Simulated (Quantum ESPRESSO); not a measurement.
Crystal: Au.

```
Au
1.0
     0.00000    2.03500    2.03500
     2.03500    0.00000    2.03500
     2.03500    2.03500    0.00000
Au
1
Direct
  0.00000 0.00000 0.00000
```

- Program: Quantum ESPRESSO 7.5
- Task: Hubbard U by linear response
- Functional: PBE
- Potentials or basis: GBRV 1.5 PBE
- Cutoff: 612 eV
- Density cutoff: 4898 eV
- k mesh: 10 × 10 × 10
- Occupations: cold, width 0.2 eV
- Spin: no spin polarisation
- Hubbard terms: Au d U = 0.0001 eV
- Start of the occupations: default
- Hubbard projectors: ortho-atomic
- Mixing beta: 0.3
- Most SCF iterations: 120
- SCF threshold: 2e-10 Ry
- q mesh: 1 × 1 × 1

**Question.** What Hubbard parameters does linear response give?

**Answer.** U = 3.79 eV on Au 5d. The values belong to these projectors, potentials and this ground state, and don't carry over to other codes.

Hubbard U from linear response:
| site | manifold | U (eV) |
| --- | --- | --- |
| 1 | Au-5d | 3.79 |
On the first site the bare response is -0.080 and the screened one -0.062 eV⁻¹.

Eigenvalues of the final occupation matrices:
```
   site  spin  trace               eigenvalues
Au 1 5d  each   4.81  0.95 0.95 0.95 0.97 0.97
```

Caveat: the computed U isn't converged in cell size; U without spin polarisation on a metal has little footing; the U is typed as a test and isn't derived for this compound.
